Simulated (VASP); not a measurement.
# C (C2/m) in VASP: further runs

Runs on C. Level: PBEsol. Tasks: single point.

Program: VASP 6.6.1. These are calculated values, not measurements. Logs are shortened: lines on timing, memory, paths and dates and some standing lists are left out, and cuts for length are marked.

## 1. The structure

The structure is monoclinic, space group C2/m (No. 12). Conventional cell: a = 4.255 Å, b = 2.457 Å, c = 3.765 Å, α = 90.00°, β = 111.49°, γ = 90.00°. Around C (site symmetry m) lie 3 C at 1.42 Å.

This is a stacking variant of graphite.

## 2. Single point, PBEsol

The input, INCAR:

```
  PREC = Accurate
  ENCUT = 650
  EDIFF = 1E-6
  ISMEAR = 0
  SIGMA = 0.05
  LREAL = F
  LASPH = T
  NELM = 100
  ALGO = Normal
  ISIF = 2
  LWAVE = F
  LCHARG = F
  GGA = PS
  ADDGRID = F
```

The input, KPOINTS:

```
regular mesh
0
Gamma
  6 6 4
```

The input, POSCAR:

```
C
1.0
    2.1273203072     -1.2282824400      0.0000000000
    2.1273203072      1.2282824400      0.0000000000
   -1.3790696309      0.0000000000      3.5028300786
C
2
Direct
    0.1666444700      0.1666444700      0.9999069600
    0.8333555300      0.8333555300      0.0000930400
```

Potentials or basis: VASP PAW PBE potentials, release 64 (C).

Launch:

```sh
$ cat potpaw_PBE.64/C/POTCAR > POTCAR
$ mpirun -np 1 vasp_std > vasp.out
```

OUTCAR:

```text
PREC = Accurate
   ENCUT = 650
   EDIFF = 1E-6
   ISMEAR = 0
   LREAL = F
   LASPH = T
   NELM = 100
   ISIF = 2
   GGA = PS

 Found     47 irreducible k-points:

 Following reciprocal coordinates:
            Coordinates               Weight
  0.000000  0.000000  0.000000      1.000000
  0.166667  0.000000 -0.000000      4.000000
  0.333333  0.000000  0.000000      4.000000
  0.500000  0.000000  0.000000      2.000000
  0.166667  0.166667 -0.000000      2.000000
  0.333333  0.166667  0.000000      4.000000
   k-points           NKPTS =     47   k-points in BZ     NKDIM =     47   number of bands    NBANDS=      8
   number of dos      NEDOS =    301   number of ions     NIONS =      2
   total plane-waves  NPLWV =  12800
   dimension x,y,z NGX =    20 NGY =   20 NGZ =   32
   dimension x,y,z NGXF=    40 NGYF=   40 NGZF=   64
   ions per type =               2
   NGX,Y,Z   is equivalent  to a cutoff of  13.54, 13.54, 14.13 a.u.
   NGXF,Y,Z  is equivalent  to a cutoff of  27.07, 27.07, 28.26 a.u.
 SYSTEM =  unknown system
   PREC   = accura    normal or accurate (medium, high low for compatibility)
   ISTART =      0    job   : 0-new  1-cont  2-samecut
   ICHARG =      2    charge: 1-file 2-atom 10-const
   ISPIN  =      1    spin polarized calculation?
   LNONCOLLINEAR =      F non collinear calculations
   LSORBIT =      F    spin-orbit coupling
   LASPH  =      T    aspherical Exc in radial PAW
   ENCUT  =  650.0 eV  47.77 Ry    6.91 a.u.   5.11  5.11  7.83*2*pi/ulx,y,z
   NELM   =    100;   NELMIN=  2; NELMDL= -5     # of ELM steps
   EDIFF  = 0.1E-05   stopping-criterion for ELM
   LREAL  =      F    real-space projection
   EDIFFG = 0.1E-04   stopping-criterion for IOM
   NSW    =      0    number of steps for IOM
   IBRION =     -1    ionic relax: 0-MD 1-quasi-New 2-CG
   NFREE  =      0    steps in history (QN), initial steepest desc. (CG)
   ISIF   =      2    stress and relaxation
   ISYM   =      2    0-nonsym 1-usesym 2-fastsym
   POTIM  = 0.5000    time-step for ionic-motion
   TEBEG  =    0.0;   TEEND  =   0.0 temperature during run
   PSTRESS=    0.0 pullay stress
   NELECT =       8.0000    total number of electrons
   NUPDOWN=      -1.0000    fix difference up-down
   EMIN   =  10.00;   EMAX   =-10.00  energy-range for DOS
   EFERMI =   0.00;   METHOD = LEGACY
   ISMEAR =     0;   SIGMA  =   0.05  broadening in eV -4-tet -1-fermi 0-gaus
   EFERMI_NEDOS =   21; number of points for ismear=-14 and -15
   IALGO  =     38    algorithm
   IMIX   =      4    mixing-type and parameters
     AMIX     =   0.40;   BMIX     =  1.00
     AMIX_MAG =   1.60;   BMIX_MAG =  1.00
  volume/ion in A,a.u.               =       9.15        61.77
  Fermi-wavevector in a.u.,A,eV,Ry     =   1.242352  2.347705 20.999765  1.543439
  Thomas-Fermi vector in A             =   2.376710
   LORBIT       =      0    0 simple, 1 ext, 2 COOP (PROOUT), +10 PAW based schemes
   GGA     = PS    functional components
   LHFCALC =     F    Hartree Fock is set to
   AEXX    =    0.0000 exact exchange contribution
   IVDW    =     0    specifies the selected vdW correction
   LEPSILON=     F    determine dielectric tensor
   LRPA    =     F    only Hartree local field effects (RPA)
 non-spin polarized calculation
 Gauss-broadening in eV      SIGMA  =   0.05
  energy-cutoff  :      650.00
  volume of cell :       18.31
 maximum number of plane-waves:       698
   NGX = 11   NGY = 11   NGZ = 15

 number of electron       7.9999999 magnetization

 Free energy of the ion-electron system (eV)
  ---------------------------------------------------
  ext. energy  EPLUGINS =         0.00000000
  ---------------------------------------------------
  free energy    TOTEN  =       -19.26578033 eV

  energy without entropy =      -19.26578033  energy(sigma->0) =      -19.26578033

 E-fermi :   4.2608     XC(G=0): -10.2691

 val. band max:        4.0535438461   @ k =  -0.3333   0.3333   0.0000
 cond. band min:       4.5290929461   @ k =  -0.3333   0.3333   0.5000
 fundamental gap:      0.4755490999
 Fermi energy:         4.2608364256

 k-point     1 :       0.0000    0.0000    0.0000
  band No.  band energies     occupation
      1     -15.3804      2.00000
      2      -2.5807      2.00000
      3       1.3068      2.00000
      4       1.3100      2.00000
      5       7.9841      0.00000
      6      12.6809      0.00000
      7      12.6834      0.00000
      8      15.8153      0.00000

 k-point     2 :       0.1667    0.0000   -0.0000
  band No.  band energies     occupation
      1     -14.7108      2.00000
      2      -1.8729      2.00000
      3      -0.9938      2.00000
      4       0.1616      2.00000
      5       8.9284      0.00000
      6      12.7439      0.00000
      7      13.6968      0.00000
      8      15.2534      0.00000

 k-point     3 :       0.3333    0.0000    0.0000
  band No.  band energies     occupation
      1     -12.7385      2.00000
      2      -5.3408      2.00000
      3      -1.4701      2.00000
      4       0.1529      2.00000
      5       9.3030      0.00000
      6      11.6655      0.00000
      7      12.3003      0.00000
      8      19.8368      0.00000

 k-point     4 :       0.5000    0.0000    0.0000
  band No.  band energies     occupation
      1      -9.9859      2.00000
      2      -9.0415      2.00000
      3      -2.1114      2.00000
      4       2.2067      2.00000
      5       6.2428      0.00000
      6      11.9073      0.00000
      7      15.7615      0.00000
      8      16.2185      0.00000

 k-point     5 :       0.1667    0.1667   -0.0000
  band No.  band energies     occupation
      1     -14.6942      2.00000
      2      -2.0245      2.00000
      3      -0.9756      2.00000
      4       0.1472      2.00000
      5       9.2829      0.00000
      6      12.6959      0.00000
      7      13.6347      0.00000
      8      15.2529      0.00000

 k-point     6 :       0.3333    0.1667    0.0000
  band No.  band energies     occupation
      1     -13.3612      2.00000
      2      -3.4248      2.00000
      3      -2.1333      2.00000
      4      -0.7437      2.00000
      5      10.6525      0.00000
      6      11.4075      0.00000
      7      14.4032      0.00000
      8      16.0644      0.00000

 [... further k-points ...]

------------------------ aborting loop because EDIFF is reached ----------------------------------------

  FORCE on cell =-STRESS in cart. coord.  units (eV):
  Direction    XX          YY          ZZ          XY          YZ          ZX
  --------------------------------------------------------------------------------------
  -------------------------------------------------------------------------------------
  Total        0.2539276      0.2310840     -0.1231548      0.0000000      0.0000000     -0.0086012
  in kB       22.2249235     20.2255484    -10.7790818      0.0000000      0.0000000     -0.7528194
  external PRESSURE =      10.5571300 kB  Pullay stress =       0.0000000 kB

 VOLUME and BASIS-vectors are now :
 -----------------------------------------------------------------------------
  energy-cutoff  :      650.00
  volume of cell :       18.31
      direct lattice vectors                 reciprocal lattice vectors
     2.127320307 -1.228282440  0.000000000     0.235037478 -0.407072497  0.092534619
     2.127320307  1.228282440  0.000000000     0.235037478  0.407072497  0.092534619
    -1.379069631  0.000000000  3.502830079     0.000000000  0.000000000  0.285483446

 POSITION                                       TOTAL-FORCE (eV/Angst)
 -----------------------------------------------------------------------------------
     -0.66993      0.00000      3.50250         0.004114      0.000000     -0.051937
      3.54550      0.00000      0.00033        -0.004114      0.000000      0.051937
 -----------------------------------------------------------------------------------
    total drift:                               -0.000000      0.000000      0.000000

  FREE ENERGIE OF THE ION-ELECTRON SYSTEM (eV)
  ---------------------------------------------------
  free  energy   TOTEN  =       -19.2657803277 eV

  energy  without entropy=      -19.2657803277  energy(sigma->0) =      -19.26578033
```

OSZICAR:

```text
N       E                     dE             d eps       ncg     rms          rms(c)
DAV:   1     0.305211422476E+01    0.30521E+01   -0.49948E+03   760   0.107E+03
DAV:   2    -0.201950929275E+02   -0.23247E+02   -0.22509E+02  1176   0.127E+02
DAV:   3    -0.204775803242E+02   -0.28249E+00   -0.28249E+00   880   0.168E+01
DAV:   4    -0.204786400496E+02   -0.10597E-02   -0.10597E-02  1288   0.103E+00
DAV:   5    -0.204786405112E+02   -0.46159E-06   -0.46150E-06   896   0.165E-02    0.642E+00
DAV:   6    -0.195590259729E+02    0.91961E+00   -0.98695E-01   896   0.699E+00    0.371E+00
DAV:   7    -0.192642987994E+02    0.29473E+00   -0.10330E+00   920   0.711E+00    0.954E-01
DAV:   8    -0.192657414404E+02   -0.14426E-02   -0.10377E-02   936   0.910E-01    0.714E-02
DAV:   9    -0.192656962076E+02    0.45233E-04   -0.31519E-04  1048   0.146E-01    0.476E-02
DAV:  10    -0.192657804314E+02   -0.84224E-04   -0.11703E-04   864   0.887E-02    0.195E-02
DAV:  11    -0.192657803277E+02    0.10363E-06   -0.25480E-06  1088   0.119E-02
   1 F= -.19265780E+02 E0= -.19265780E+02  d E =-.134713E-10
```

It used 5.7 s of CPU time on 1 thread of Intel(R) Xeon(R) Platinum 8488C (Sapphire Rapids), with other jobs on the host, which was overloaded at the time.

These settings aren't checked as converged: the numbers below hold their error.

What came out:

| Quantity | Value |
| --- | --- |
| Free energy | -19.2658 eV |
| Pressure | 1.1 GPa |
| Largest force | 0.052 eV/Å |
| Band gap on the k mesh | 0.48 eV, indirect (least direct gap 0.50 eV) |

Caveat: the k mesh is coarse (spacing up to 0.50 Å⁻¹), so the values aren't converged; the PAW data sets were made with another functional, which shifts forces and pressure a little; this functional lacks dispersion, which binds the layers, so the pressure and a relaxed spacing across them are unreliable.

## 3. Single point, PBEsol

Edit INCAR of step 2 so:

```diff
@@ -1,3 +1,3 @@
   PREC = Accurate
-  ENCUT = 650
+  ENCUT = 340
   EDIFF = 1E-6
```

The input, KPOINTS:

```
regular mesh
0
Gamma
  9 9 6
```

POSCAR is that of step 2.

Potentials or basis: VASP PAW PBE potentials, release 64 (C).

Launch:

```sh
$ cat potpaw_PBE.64/C/POTCAR > POTCAR
$ mpirun -np 1 vasp_std > vasp.out
```

OUTCAR:

```text
PREC = Accurate
   ENCUT = 340
   EDIFF = 1E-6
   ISMEAR = 0
   LREAL = F
   LASPH = T
   NELM = 100
   ISIF = 2
   GGA = PS

 Found    140 irreducible k-points:

 Following reciprocal coordinates:
            Coordinates               Weight
  0.000000  0.000000  0.000000      1.000000
  0.111111 -0.000000 -0.000000      4.000000
  0.222222  0.000000 -0.000000      4.000000
  0.333333  0.000000 -0.000000      4.000000
  0.444444  0.000000 -0.000000      4.000000
  0.111111  0.111111 -0.000000      2.000000
   k-points           NKPTS =    140   k-points in BZ     NKDIM =    140   number of bands    NBANDS=      8
   number of dos      NEDOS =    301   number of ions     NIONS =      2
   total plane-waves  NPLWV =   6144
   dimension x,y,z NGX =    16 NGY =   16 NGZ =   24
   dimension x,y,z NGXF=    32 NGYF=   32 NGZF=   48
   ions per type =               2
   NGX,Y,Z   is equivalent  to a cutoff of  10.83, 10.83, 10.60 a.u.
   NGXF,Y,Z  is equivalent  to a cutoff of  21.66, 21.66, 21.20 a.u.
 SYSTEM =  unknown system
   PREC   = accura    normal or accurate (medium, high low for compatibility)
   ISTART =      0    job   : 0-new  1-cont  2-samecut
   ICHARG =      2    charge: 1-file 2-atom 10-const
   ISPIN  =      1    spin polarized calculation?
   LNONCOLLINEAR =      F non collinear calculations
   LSORBIT =      F    spin-orbit coupling
   LASPH  =      T    aspherical Exc in radial PAW
   ENCUT  =  340.0 eV  24.99 Ry    5.00 a.u.   3.69  3.69  5.66*2*pi/ulx,y,z
   NELM   =    100;   NELMIN=  2; NELMDL= -5     # of ELM steps
   EDIFF  = 0.1E-05   stopping-criterion for ELM
   LREAL  =      F    real-space projection
   EDIFFG = 0.1E-04   stopping-criterion for IOM
   NSW    =      0    number of steps for IOM
   IBRION =     -1    ionic relax: 0-MD 1-quasi-New 2-CG
   NFREE  =      0    steps in history (QN), initial steepest desc. (CG)
   ISIF   =      2    stress and relaxation
   ISYM   =      2    0-nonsym 1-usesym 2-fastsym
   POTIM  = 0.5000    time-step for ionic-motion
   TEBEG  =    0.0;   TEEND  =   0.0 temperature during run
   PSTRESS=    0.0 pullay stress
   NELECT =       8.0000    total number of electrons
   NUPDOWN=      -1.0000    fix difference up-down
   EMIN   =  10.00;   EMAX   =-10.00  energy-range for DOS
   EFERMI =   0.00;   METHOD = LEGACY
   ISMEAR =     0;   SIGMA  =   0.05  broadening in eV -4-tet -1-fermi 0-gaus
   EFERMI_NEDOS =   21; number of points for ismear=-14 and -15
   IALGO  =     38    algorithm
   IMIX   =      4    mixing-type and parameters
     AMIX     =   0.40;   BMIX     =  1.00
     AMIX_MAG =   1.60;   BMIX_MAG =  1.00
  volume/ion in A,a.u.               =       9.15        61.77
  Fermi-wavevector in a.u.,A,eV,Ry     =   1.242352  2.347705 20.999765  1.543439
  Thomas-Fermi vector in A             =   2.376710
   LORBIT       =      0    0 simple, 1 ext, 2 COOP (PROOUT), +10 PAW based schemes
   GGA     = PS    functional components
   LHFCALC =     F    Hartree Fock is set to
   AEXX    =    0.0000 exact exchange contribution
   IVDW    =     0    specifies the selected vdW correction
   LEPSILON=     F    determine dielectric tensor
   LRPA    =     F    only Hartree local field effects (RPA)
 non-spin polarized calculation
 Gauss-broadening in eV      SIGMA  =   0.05
  energy-cutoff  :      340.00
  volume of cell :       18.31
 maximum number of plane-waves:       268
   NGX =  7   NGY =  7   NGZ = 11

 number of electron       8.0000001 magnetization

 Free energy of the ion-electron system (eV)
  ---------------------------------------------------
  ext. energy  EPLUGINS =         0.00000000
  ---------------------------------------------------
  free energy    TOTEN  =       -19.33356080 eV

  energy without entropy =      -19.33356080  energy(sigma->0) =      -19.33356080

 E-fermi :   4.3016     XC(G=0): -10.2697

 val. band max:        4.0869767326   @ k =  -0.3333   0.3333   0.0000
 cond. band min:       4.5515593066   @ k =  -0.3333   0.3333   0.5000
 fundamental gap:      0.4645825741
 Fermi energy:         4.3016071483

 k-point     1 :       0.0000    0.0000    0.0000
  band No.  band energies     occupation
      1     -15.4018      2.00000
      2      -2.5797      2.00000
      3       1.3015      2.00000
      4       1.3047      2.00000
      5       7.9890      0.00000
      6      12.7597      0.00000
      7      12.7617      0.00000
      8      15.9416      0.00000
[... 45 lines left out ...]
 k-point     6 :       0.1111    0.1111   -0.0000
  band No.  band energies     occupation
      1     -15.0961      2.00000
      2      -2.3359      2.00000
      3       0.1938      2.00000
      4       0.7170      2.00000
      5       8.5748      0.00000
      6      12.8205      0.00000
      7      13.9754      0.00000
      8      14.9034      0.00000

 [... further k-points ...]

------------------------ aborting loop because EDIFF is reached ----------------------------------------

  FORCE on cell =-STRESS in cart. coord.  units (eV):
  Direction    XX          YY          ZZ          XY          YZ          ZX
  --------------------------------------------------------------------------------------
  -------------------------------------------------------------------------------------
  Total       -0.5162435     -0.5235620     -1.0739699      0.0000000      0.0000000     -0.0081080
  in kB      -45.1840323    -45.8245833    -93.9988436      0.0000000      0.0000000     -0.7096539
  external PRESSURE =     -61.6691531 kB  Pullay stress =       0.0000000 kB

 VOLUME and BASIS-vectors are now :
 -----------------------------------------------------------------------------
  energy-cutoff  :      340.00
  volume of cell :       18.31
      direct lattice vectors                 reciprocal lattice vectors
     2.127320307 -1.228282440  0.000000000     0.235037478 -0.407072497  0.092534619
     2.127320307  1.228282440  0.000000000     0.235037478  0.407072497  0.092534619
    -1.379069631  0.000000000  3.502830079     0.000000000  0.000000000  0.285483446

 POSITION                                       TOTAL-FORCE (eV/Angst)
 -----------------------------------------------------------------------------------
     -0.66993      0.00000      3.50250        -0.001817      0.000000     -0.013333
      3.54550      0.00000      0.00033         0.001817      0.000000      0.013333
 -----------------------------------------------------------------------------------
    total drift:                               -0.000000      0.000000      0.000000

  FREE ENERGIE OF THE ION-ELECTRON SYSTEM (eV)
  ---------------------------------------------------
  free  energy   TOTEN  =       -19.3335607994 eV

  energy  without entropy=      -19.3335607994  energy(sigma->0) =      -19.33356080
```

OSZICAR:

```text
N       E                     dE             d eps       ncg     rms          rms(c)
DAV:   1    -0.735625299632E+01   -0.73563E+01   -0.34833E+03  2400   0.629E+02
DAV:   2    -0.203865492378E+02   -0.13030E+02   -0.12277E+02  3496   0.915E+01
DAV:   3    -0.205023750583E+02   -0.11583E+00   -0.11583E+00  2624   0.966E+00
DAV:   4    -0.205026678636E+02   -0.29281E-03   -0.29281E-03  3824   0.466E-01
DAV:   5    -0.205026681442E+02   -0.28063E-06   -0.28084E-06  2624   0.687E-03    0.629E+00
DAV:   6    -0.196216805831E+02    0.88099E+00   -0.92005E-01  2616   0.666E+00    0.365E+00
DAV:   7    -0.193321645464E+02    0.28952E+00   -0.10015E+00  2936   0.691E+00    0.944E-01
DAV:   8    -0.193335511437E+02   -0.13866E-02   -0.97833E-03  2704   0.843E-01    0.732E-02
DAV:   9    -0.193334857354E+02    0.65408E-04   -0.35739E-04  3208   0.147E-01    0.437E-02
DAV:  10    -0.193335605743E+02   -0.74839E-04   -0.10313E-04  2520   0.825E-02    0.164E-02
DAV:  11    -0.193335607994E+02   -0.22510E-06   -0.29979E-06  3208   0.124E-02
   1 F= -.19333561E+02 E0= -.19333561E+02  d E =-.115724E-11
```

It used 4.5 s of CPU time on 1 thread of Intel(R) Xeon(R) Platinum 8488C (Sapphire Rapids) (shared host), which was overloaded at the time.

The run converged, but a check on its numbers failed (symmetry, net force, bounds or a known fault of this set-up), so they aren't taken as properties of the crystal.

Caveat: the cutoff lies under the usual one of these potentials, so the numbers hold a large basis-set error; the PAW data sets were made with another functional, which shifts forces and pressure a little; an odd mesh through Γ misses points on the zone boundary, where band edges often lie; this functional lacks dispersion, which binds the layers, so the pressure and a relaxed spacing across them are unreliable.

[end of part 1 of 2]
